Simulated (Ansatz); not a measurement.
An Ansatz (a quantum-chemistry and plane-wave program) input (Kohn–Sham DFT with the r2SCAN functional, run in Ansatz with PAW and 500 eV plane waves, without spin-orbit coupling, earlier PAW set):

Ansatz 0.2 input:
```yaml
crystal:
  lattice:
    - [3.5905089881, 0, 0]
    - [-1.795254494, 3.1094719962, 0]
    - [0, 0, 5.804746447]
  atoms:
    - { symbol: In, position: [0.6666666667, 0.3333333333, 0.5019586437] }
    - { symbol: In, position: [0.3333333333, 0.6666666667, 0.0019586437] }
    - { symbol: N, position: [0.6666666667, 0.3333333333, 0.1232413563] }
    - { symbol: N, position: [0.3333333333, 0.6666666667, 0.6232413563] }
basis: { ecutwfc: 500, ecutrho_ratio: 4, xc_grid: 4, fft_grid_basis: typed }
kpoints: { mp_grid: { grid: [11, 11, 6] } }
hamiltonian:
  xc: r2scan
  dispersion: none
  pseudopotentials: { azcp: { folder: ./paw }, kind: paw }
scf: { occupations: { method: fermi_dirac, width: 0.05 }, convergence: { dr2_threshold: 0.0000000004 } }
output: { forces: true, stress: true }
checkpoint: { write: state.ck, write_every: 1000 }
```

### Question
Which symmetry and how many k-points will the program report, and about how many plane waves at Γ?

### Answer
Space group P63mc (ITA 186) with 12 operations, k-points 64 of 726, and 1653 plane waves at Γ.

### Question
And the final pressure?

### Answer
-4.85 GPa (compression positive).

Single points use the geometry relaxed with PBE. Load acts through the strain it causes; cell and atoms are relaxed under it. No phonon test of stability was made. The final runs are not spin-polarised. The cell was made from InN in the wurtzite structure (space group P6_3mc, No. 186) by this change: pressure −1 GPa.
